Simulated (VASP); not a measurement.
Runs of VASP 6.6.1 on BN. It takes space group F-43m (No. 216, cubic). The conventional cell has a = 3.626 Å, b = 3.626 Å, c = 3.626 Å, α = 90.00°, β = 90.00°, γ = 90.00°. Around N (site symmetry -43m) lie 4 B at 1.57 Å. B (site symmetry -43m) is surrounded by 4 N at 1.57 Å. The cell is a database's computed one.

```tsv
level	grid for exact exchange (PRECFOCK)	share of exact exchange	pressure (GPa)
r2SCAN50	Fast	-	(b)
PBE-EpsX	Normal	0.2167	-7.9
r2SCANh	Fast	-	-6.8
SCAN0	Fast	-	(a)
TPSSh	Fast	-	-3.8
```

Alike in all rows: task band structure; potentials or basis VASP PAW PBE potentials, release 64 (N, B); no spin polarisation; cell as given; k mesh 7 × 7 × 7; cutoff (eV) 520; smearing fermi-dirac 0.05 eV; the mesh is coarse, so values aren't converged.

**Question.** Estimate the missing entries.

**Answer.** (a) -12.2; (b) -17.2.

Caveats: all runs use coarse meshes; an unscreened hybrid on a path of extra k points without a Coulomb cutoff has errors near the mesh points, so the bands along the path aren't reliable; the PAW data sets were made with another functional, which shifts forces and pressure a little (some runs); so large a pressure means that the cell lies far from this level's equilibrium, or that cutoff or potentials fall short (some runs); the potentials were made for another functional, which shifts forces and pressure (some runs).

Runs at the PBE level aren't shown here.
